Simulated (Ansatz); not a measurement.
## Al2Au under changes of volume

One of the cells (18.000 Å³/atom); the others are scaled copies at fixed shape and fractional positions:

```xyz
3
Lattice="0.0000 3.0000 3.0000 3.0000 0.0000 3.0000 3.0000 3.0000 0.0000" Properties=species:S:1:pos:R:3 pbc="T T T"
Au    0.0000    0.0000    0.0000
Al    4.5000    4.5000    4.5000
Al    1.5000    1.5000    1.5000
```

- Program: Ansatz 0.2.0
- Functional: PBEsol
- Potentials or basis: all-electron LAPW, scalar-relativistic
- Cutoff: 228 eV (chosen from the basis error)
- Basis error allowed: 0.002 eV/atom
- k mesh: 8 × 8 × 8
- Occupations: fermi-dirac, width 0.05 eV
- Spin: no spin polarisation

```tsv
volume (Å³/atom)	energy over the lowest point (meV/atom)	pressure (GPa)
16.920	25.94	8.3
17.280	11.03	5.2
17.640	2.62	2.5
18.000	0.00	0.0
18.360	2.50	-2.1
18.720	9.53	-4.0
19.080	?	?
```

Problem. What does the run at 19.080 Å³/atom give?

Solution. Energy over the lowest point 20.58 meV/atom; pressure -5.7 GPa.

Worked out: A Birch-Murnaghan fit of order 3 (a polynomial in V^(-2/3)) to the other rows has its minimum at 18.00 Å³/atom with B0 = V·E''(V) = 114 GPa and B' = 5.0. It gives 20.59 meV/atom at 19.080 Å³/atom, against the run's 20.58, and -dE/dV = -5.7 GPa, against -5.7.

Energies are extrapolated to zero smearing.

The runs don't all hold the same shells in valence.
